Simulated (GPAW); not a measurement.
# InAs (Fm-3m) in GPAW: convergence with plane-wave cutoff (eV)

Aim: find how far plane-wave cutoff (eV) must go before the results for InAs settle, at PBE+D3(BJ)+ATM. This setting moves, with any that are tied to it; all else stays.

Program: GPAW 26.7.0. These are calculated values, not measurements. Logs are shortened: lines on timing, memory, paths and dates and some standing lists are left out, and cuts for length are marked. The log counts tension as positive stress, the text compression.

## (1) The structure

The structure is cubic, space group Fm-3m (No. 225). Conventional cell: a = 5.755 Å, b = 5.755 Å, c = 5.755 Å, α = 90.00°, β = 90.00°, γ = 90.00°. In (site symmetry m-3m) is surrounded by 6 As at 2.88 Å. Around As (site symmetry m-3m) lie 6 In at 2.88 Å.

Measurements of this composition are mostly on another form, of space group No. 216.

## (2) With plane-wave cutoff (eV) 240

Contents of run.py:

```python
import json
import numpy as np
from ase import Atoms
from ase.calculators.mixing import SumCalculator
from ase.constraints import FixSymmetry
from ase.filters import FrechetCellFilter
from ase.io import write
from ase.optimize import BFGS
from ase.spacegroup import crystal
from dftd3.ase import DFTD3
from phonopy import Phonopy
from phonopy.structure.atoms import PhonopyAtoms
from gpaw import GPAW, PW

# In 4b
# As 4a
atoms = crystal(['In', 'As'],
                basis=[[0.5, 0.0, 0.0],
                       [0.0, 0.0, 0.0]],
                spacegroup=225, setting=1,  # Fm-3m
                cellpar=[5.754608, 5.754608, 5.754608, 90.0, 90.0, 90.0],
                primitive_cell=True)

calc = GPAW(mode=PW(240),
            xc='PBE',
            kpts={'size': (8, 8, 8), 'gamma': True},
            occupations={'name': 'fermi-dirac', 'width': 0.05},
            nbands=18,
            convergence={'density': 1e-06, 'eigenstates': 1e-09},
            maxiter=150,
            txt='gpaw.txt')
atoms.calc = SumCalculator([calc, DFTD3(damping='d3bj', params_tweaks=dict(method='pbe', atm=True))])
atoms.set_constraint(FixSymmetry(atoms))
BFGS(FrechetCellFilter(atoms), trajectory='relax.traj', logfile='-').run(fmax=0.005, steps=40)
atoms.set_constraint()
energy = atoms.get_potential_energy()
forces = atoms.get_forces()
stress = atoms.get_stress()
calc.write('gs.gpw')
write('result.traj', atoms)
print('Cell:', atoms.cell.cellpar().round(4))
print(atoms.get_scaled_positions().round(5))

def force_constants(scale):
    unit = PhonopyAtoms(symbols=atoms.get_chemical_symbols(), cell=atoms.cell[:] * scale**(1 / 3),
                        scaled_positions=atoms.get_scaled_positions())
    ph = Phonopy(unit, supercell_matrix=np.diag([1, 1, 1]), primitive_matrix=np.eye(3), symprec=1e-4)
    ph.generate_displacements(distance=0.01)
    forces = []
    for i, sc in enumerate(ph.supercells_with_displacements):
        a = Atoms(sc.symbols, cell=sc.cell, scaled_positions=sc.scaled_positions, pbc=True)
        c = GPAW(mode=PW(240),
                 xc='PBE',
                 kpts={'size': (8, 8, 8), 'gamma': True},
                 occupations={'name': 'fermi-dirac', 'width': 0.05},
                 nbands=18,
                 convergence={'density': 1e-06, 'eigenstates': 1e-09},
                 maxiter=150,
                 txt=f'disp-{scale:.3f}-{i:02d}.txt')
        a.calc = SumCalculator([c, DFTD3(damping='d3bj', params_tweaks=dict(method='pbe', atm=True))])
        f = a.get_forces()
        forces.append(f - f.mean(axis=0))
        print(f'displacement {i}: drift', f.mean(axis=0).round(5), flush=True)
    ph.forces = forces
    ph.produce_force_constants()
    ph.symmetrize_force_constants()
    return ph

qpoints = [[0.0, 0.0, 0.0]]
results = {}
for scale in [1.0]:
    ph = force_constants(scale)
    ph.run_qpoints(qpoints)
    nu = ph.qpoints.frequencies * 33.35641  # THz to cm^-1
    results[f'{scale:.3f}'] = nu.tolist()
    for qp, f in zip(qpoints, nu):
        print(scale, np.round(qp, 4), f.round(2))
json.dump(results, open('phonons.json', 'w'))
```

Potentials or basis: GPAW PAW data sets (gpaw-data 1.2.1), pw.

On the command line:

```sh
$ OMP_NUM_THREADS=1 python run.py
```

It took 48 s on 1 thread of Arm Neoverse V1, shared host; peak memory 0.25 GiB.

What came out:

* Free energy: -7.6586 eV
* Relaxed volume: 22.54 Å³/atom
* Relaxed cell: a = 3.995 Å, b = 3.995 Å, c = 3.995 Å, α = 60.00°, β = 60.00°, γ = 60.00°
* Space group after relaxing (to 0.05 Å): Fm-3m (No. 225)
* Pressure after relaxing: 0.0 GPa
* Band gap on the k mesh: none (metal or under the smearing width)
* Highest phonon frequency at Γ: 132 cm⁻¹
* Dispersion energy per atom: -0.376 eV

## (3) With plane-wave cutoff (eV) 300

Edit run.py of step 2 so:

```diff
@@ -23,3 +23,3 @@
 
-calc = GPAW(mode=PW(240),
+calc = GPAW(mode=PW(300),
             xc='PBE',
@@ -52,3 +52,3 @@
         a = Atoms(sc.symbols, cell=sc.cell, scaled_positions=sc.scaled_positions, pbc=True)
-        c = GPAW(mode=PW(240),
+        c = GPAW(mode=PW(300),
                  xc='PBE',
```

Potentials or basis: GPAW PAW data sets (gpaw-data 1.2.1), pw.

On the command line:

```sh
$ OMP_NUM_THREADS=1 python run.py
```

Run time: 64 s. Hardware: 1 thread of Arm Neoverse V1, shared host; peak memory 0.27 GiB.

Results:

- Free energy: -7.7562 eV
- Relaxed volume: 22.13 Å³/atom
- Relaxed cell: a = 3.971 Å, b = 3.971 Å, c = 3.971 Å, α = 60.00°, β = 60.00°, γ = 60.00°
- Space group after relaxing (to 0.05 Å): Fm-3m (No. 225)
- Pressure after relaxing: 0.0 GPa
- Band gap on the k mesh: none (metal or under the smearing width)
- Highest phonon frequency at Γ: 139 cm⁻¹
- Dispersion energy per atom: -0.383 eV

## (4) With plane-wave cutoff (eV) 370

Edit run.py of step 3 so:

```diff
@@ -23,3 +23,3 @@
 
-calc = GPAW(mode=PW(300),
+calc = GPAW(mode=PW(370),
             xc='PBE',
@@ -52,3 +52,3 @@
         a = Atoms(sc.symbols, cell=sc.cell, scaled_positions=sc.scaled_positions, pbc=True)
-        c = GPAW(mode=PW(300),
+        c = GPAW(mode=PW(370),
                  xc='PBE',
```

On the command line:

```sh
$ OMP_NUM_THREADS=1 python run.py
```

Run time: 1.7 min. Hardware: 1 thread of Arm Neoverse V1, shared host; peak memory 0.3 GiB.

Results:

```
Free energy                            : -8.0226 eV
Relaxed volume                         : 21.93 Å³/atom
Relaxed cell                           : a = 3.959 Å, b = 3.959 Å, c = 3.959 Å, α = 60.00°, β = 60.00°, γ = 60.00°
Space group after relaxing (to 0.05 Å) : Fm-3m (No. 225)
Pressure after relaxing                : 0.0 GPa
Band gap on the k mesh                 : none (metal or under the smearing width)
Highest phonon frequency at Γ          : 142 cm⁻¹
Dispersion energy per atom             : -0.386 eV
```

## (5) With plane-wave cutoff (eV) 450

Edit run.py of step 4 so:

```diff
@@ -23,3 +23,3 @@
 
-calc = GPAW(mode=PW(370),
+calc = GPAW(mode=PW(450),
             xc='PBE',
@@ -52,3 +52,3 @@
         a = Atoms(sc.symbols, cell=sc.cell, scaled_positions=sc.scaled_positions, pbc=True)
-        c = GPAW(mode=PW(370),
+        c = GPAW(mode=PW(450),
                  xc='PBE',
```

Potentials or basis: GPAW PAW data sets (gpaw-data 1.2.1), pw.

On the command line:

```sh
$ OMP_NUM_THREADS=1 python run.py
```

gpaw.txt:

```text
__  _  _
 | _ |_)|_||  |
 |__||  | ||/\| - 26.7.0

Input parameters:
  mode=PW(ecut=450.00000000000006),
  convergence={'density': 1e-06, 'eigenstates': 1e-09},
  kpts=MonkhorstPack(size=(8, 8, 8), gamma=True),
  maxiter=150,
  nbands=18,
  occupations=Occupations(name='fermi-dirac', width=0.05),
  xc=XC(name='PBE')

Diagonalizing LCAO Hamiltonian
Converting LCAO to pw mode

                In

       As

Atoms  # Å, Bohr magnetons
|   | symbol |        x |        y |        z |    initial magnetic moments |
|---|--------|----------|----------|----------|-----------------------------|
| 0 |     In | 2.877304 | 2.877304 | 2.877304 | ( 0.0000,  0.0000,  0.0000) |
| 1 |     As | 0.000000 | 0.000000 | 0.000000 | ( 0.0000,  0.0000,  0.0000) |

Unit cell  # Å
| periodic |        x |        y |        z |  lengths |    angles |
|----------|----------|----------|----------|----------|-----------|
|      yes | 0.000000 | 2.877304 | 2.877304 | 4.069122 | 60.000000 |
|      yes | 2.877304 | 0.000000 | 2.877304 | 4.069122 | 60.000000 |
|      yes | 2.877304 | 2.877304 | 0.000000 | 4.069122 | 60.000000 |

Number of symmetries: 48
Symmetry operations  # r_c * U_cc + t_c -> r_c
|    | kind |            matrix            |
|----|------|------------------------------|
|  0 |  σ   |  1, 0, 0,  1, 0,-1,  1,-1, 0 |
|  1 |  C2  |  1, 0, 0,  1,-1, 0,  1, 0,-1 |
|  2 |  E   |  1, 0, 0,  0, 1, 0,  0, 0, 1 |
|  3 |  σ   |  1, 0, 0,  0, 0, 1,  0, 1, 0 |
|  4 |  C4  |  1, 0,-1,  1, 0, 0,  1,-1, 0 |
|  5 |  S6  |  1, 0,-1,  1,-1, 0,  1, 0, 0 |
|  6 |  σ   |  1, 0,-1,  0, 1,-1,  0, 0,-1 |
|  7 |  C3  |  1, 0,-1,  0, 0,-1,  0, 1,-1 |
|  8 |  S6  |  1,-1, 0,  1, 0, 0,  1, 0,-1 |
|  9 |  C4  |  1,-1, 0,  1, 0,-1,  1, 0, 0 |
| 10 |  C3  |  1,-1, 0,  0,-1, 1,  0,-1, 0 |
| 11 |  σ   |  1,-1, 0,  0,-1, 0,  0,-1, 1 |
| 12 |  σ   |  0, 1, 0,  1, 0, 0,  0, 0, 1 |
| 13 |  C4  |  0, 1, 0,  0, 1,-1, -1, 1, 0 |
[... 207 lines left out ...]
|          6 |         5.663 |     2.000 |
|          7 |         6.104 |     1.976 |
[... 8 lines left out ...]
|         16 |        15.175 |     0.000 |
|         17 |        16.556 |     0.000 |

No gap
No difference between direct/indirect transitions

Stress tensor  # eV/Ang^3
|         x |        y |         z |
|-----------|----------|-----------|
|  0.008969 | 0.000000 | -0.000000 |
|  0.000000 | 0.008969 |  0.000000 |
| -0.000000 | 0.000000 |  0.008969 |

Forces  # eV/Ang
|        x |       y |       z |
|----------|---------|---------|
|  0.00000 | 0.00000 | 0.00000 |  # In   0
| -0.00000 | 0.00000 | 0.00000 |  # As   1

Interpolating wave functions to new cell

                In

       As

Atoms  # Å, Bohr magnetons
|   | symbol |        x |        y |        z |    initial magnetic moments |
|---|--------|----------|----------|----------|-----------------------------|
| 0 |     In | 2.865831 | 2.865831 | 2.865831 | ( 0.0000,  0.0000,  0.0000) |
| 1 |     As | 0.000000 | 0.000000 | 0.000000 | ( 0.0000,  0.0000,  0.0000) |
[... 192 lines left out ...]
SCF iterations
|iter     | |      energy | eigst |  dens |
|---------|-|-------------|-------|-------|
|iter:   1| |   -7.491784 | -2.18 |       |
|iter:   2| |   -7.490815 | -4.68 | -2.13 |
|iter:   3| |   -7.485840c| -3.95 | -2.17 |
|iter:   4| |   -7.485790c| -4.85 | -2.83 |
|iter:   5| |   -7.485819c| -5.38 | -3.20 |
|iter:   6| |   -7.485813c| -7.64 | -4.35 |
|iter:   7| |   -7.485815c| -8.59 | -4.61 |
|iter:   8| |   -7.485815c| -9.60c| -5.24 |
|iter:   9| |   -7.485815c|-10.21c| -5.97 |
|iter:  10| |   -7.485815c|-10.38c| -6.33c|

Converged in 10 steps
Energy contributions relative to reference atoms: (reference = -221478.393260)

Energy contributions:
  Kinetic:          20.865032
  Coulomb:         -19.233382
  Zero:              0.197422
  External:          0.000000
  Xc:               -9.309301
  Entropy:          -0.011171
  Spinorbit:         0.000000
  ----------------------------
  Free energy:      -7.491400
  Extrapolated:     -7.485815
[... 29 lines left out ...]
Stress tensor  # eV/Ang^3
|         x |         y |         z |
|-----------|-----------|-----------|
|  0.004459 | -0.000000 |  0.000000 |
| -0.000000 |  0.004459 | -0.000000 |
|  0.000000 | -0.000000 |  0.004459 |

Forces  # eV/Ang
|        x |        y |        z |
|----------|----------|----------|
|  0.00000 | -0.00000 | -0.00000 |  # In   0
| -0.00000 |  0.00000 | -0.00000 |  # As   1

Interpolating wave functions to new cell

                In

       As

Atoms  # Å, Bohr magnetons
|   | symbol |        x |        y |        z |    initial magnetic moments |
|---|--------|----------|----------|----------|-----------------------------|
| 0 |     In | 2.816853 | 2.816853 | 2.816853 | ( 0.0000,  0.0000,  0.0000) |
| 1 |     As | 0.000000 | 0.000000 | 0.000000 | ( 0.0000,  0.0000,  0.0000) |
[... 250 lines left out ...]
Stress tensor  # eV/Ang^3
|         x |         y |         z |
|-----------|-----------|-----------|
| -0.018582 | -0.000000 |  0.000000 |
| -0.000000 | -0.018582 | -0.000000 |
|  0.000000 | -0.000000 | -0.018582 |

Forces  # eV/Ang
|       x |        y |       z |
|---------|----------|---------|
| 0.00000 | -0.00000 | 0.00000 |  # In   0
| 0.00000 | -0.00000 | 0.00000 |  # As   1

Interpolating wave functions to new cell

                In

       As

Atoms  # Å, Bohr magnetons
|   | symbol |        x |        y |        z |    initial magnetic moments |
|---|--------|----------|----------|----------|-----------------------------|
| 0 |     In | 2.821764 | 2.821764 | 2.821764 | ( 0.0000,  0.0000,  0.0000) |
| 1 |     As | 0.000000 | 0.000000 | 0.000000 | ( 0.0000,  0.0000,  0.0000) |
[... 248 lines left out ...]
Stress tensor  # eV/Ang^3
|         x |         y |         z |
|-----------|-----------|-----------|
| -0.015955 | -0.000000 | -0.000000 |
| -0.000000 | -0.015955 | -0.000000 |
| -0.000000 | -0.000000 | -0.015955 |

Forces  # eV/Ang
|        x |       y |        z |
|----------|---------|----------|
| -0.00000 | 0.00000 |  0.00000 |  # In   0
|  0.00000 | 0.00000 | -0.00000 |  # As   1

# Writing to gs.gpw (mode='')
```

It took 82 s on 1 thread of Arm Neoverse V1, shared host; peak memory 0.33 GiB.

What came out:

```yaml
Free_energy: -8.2180 eV
Relaxed_volume: 22.47 Å³/atom
Relaxed_cell: a = 3.991 Å, b = 3.991 Å, c = 3.991 Å, α = 60.00°, β = 60.00°, γ = 60.00°
Space_group_after_relaxing_to_0.05_Å: Fm-3m (No. 225)
Pressure_after_relaxing: 0.0 GPa
Band_gap_on_the_k_mesh: none (metal or under the smearing width)
Highest_phonon_frequency_at_Γ: 133 cm⁻¹
Dispersion_energy_per_atom: -0.377 eV
```

## (6) Summary

| plane-wave cutoff (eV) | energy less the tightest run, at zero smearing (meV/atom) | highest phonon frequency (cm⁻¹) | SCF cycles | CPU time (s) | peak memory (GiB) |
| --- | --- | --- | --- | --- | --- |
| 240 | 279.59 | 132 | 10 | 48 | 0.25 |
| 300 | 230.79 | 139 | 10 | 64 | 0.27 |
| 370 | 97.70 | 142 | 10 | 100 | 0.3 |
| 450 | 0.00 | 133 | 10 | 82 | 0.33 |

Not settled before the last step: the energy (to 1 meV/atom), the highest phonon frequency (to 2 cm⁻¹). The tightest run that finished is the yardstick and may itself not be fully converged.

Caveats: pairwise dispersion overbinds metals, which lowers pressure and volume.
